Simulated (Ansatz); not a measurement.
YN, 2 atoms in the cell. The structure is cubic, space group Fm-3m (No. 225). The conventional cell has a = 4.877 Å, b = 4.877 Å, c = 4.877 Å, α = 90.00°, β = 90.00°, γ = 90.00°. Y (site symmetry m-3m) is surrounded by 6 N at 2.44 Å. N (site symmetry m-3m) is surrounded by 6 Y at 2.44 Å. 

| Quantity | Value |
| --- | --- |
| Program | Ansatz 0.2.0 |
| Task | single point |
| Functional | r2SCAN50 |
| Potentials or basis | Ansatz PAW |
| Cutoff | 500 eV (not typed: the program's choice for these potentials) |
| k mesh | 5 × 5 × 5 |
| Occupations | fermi-dirac, width 0.05 eV |
| Spin | no spin polarisation |

Hardware: 1 × NVIDIA H100 80GB HBM3 with 2 threads of AMD EPYC 7R13 Processor (Zen 3), with other jobs on the host.

**Question.** How long does it take, and how much memory?

**Answer.** Wall time 9.2 s on 1 × NVIDIA H100 80GB HBM3 with 2 threads of AMD EPYC 7R13 Processor (Zen 3), with other jobs on the host, peak memory 1.7 GiB. Counts: scf iterations 19, plane waves 725, k points 10, bands 12.
